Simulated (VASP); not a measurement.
# Bi: single point with PBEsol

The system is Bi.

```
CELL_PARAMETERS angstrom
-1.87713 1.87713 1.87713
1.87713 -1.87713 1.87713
1.87713 1.87713 -1.87713
ATOMIC_POSITIONS crystal
Bi 0.00000 0.00000 0.00000
```

This isn't the form of Bi at room conditions, which is rhombohedral.

| Item | Value |
| --- | --- |
| Program | VASP 6.6.1 |
| Task | single point |
| Functional | PBEsol |
| Potentials or basis | VASP PAW PBE potentials, release 64 (Bi_d) |
| Cutoff | 520 eV |
| k mesh | 16 × 16 × 16 |
| Occupations | methfessel-paxton, width 0.2 eV |
| Spin | no spin polarisation |

| Item | Value |
| --- | --- |
| Pressure | 10.0 GPa |
| Band gap on the k mesh | none (metal or under the smearing width) |

Levels at points of the mesh, in eV from the Fermi level:
```tsv
k point	band 6	band 7	band 8	band 9	band 10	band 11
(0.00, 0.00, 0.00)	-14.76	6.43	6.43	6.43	10.51	10.51
(0.50, 0.00, 0.00)	-10.69	-6.07	1.94	3.91	6.65	8.07
(0.50, 0.50, 0.50)	-7.76	-2.16	-2.16	-2.16	3.41	3.41
```

It took 22 s on 1 thread of Intel(R) Xeon(R) Platinum 8488C (Sapphire Rapids), on a shared host, peak memory 0.17 GiB.

Caveat: the PAW data sets were made with another functional, which shifts forces and pressure a little; spin-orbit coupling is left out, which moves the levels of the heavy elements.
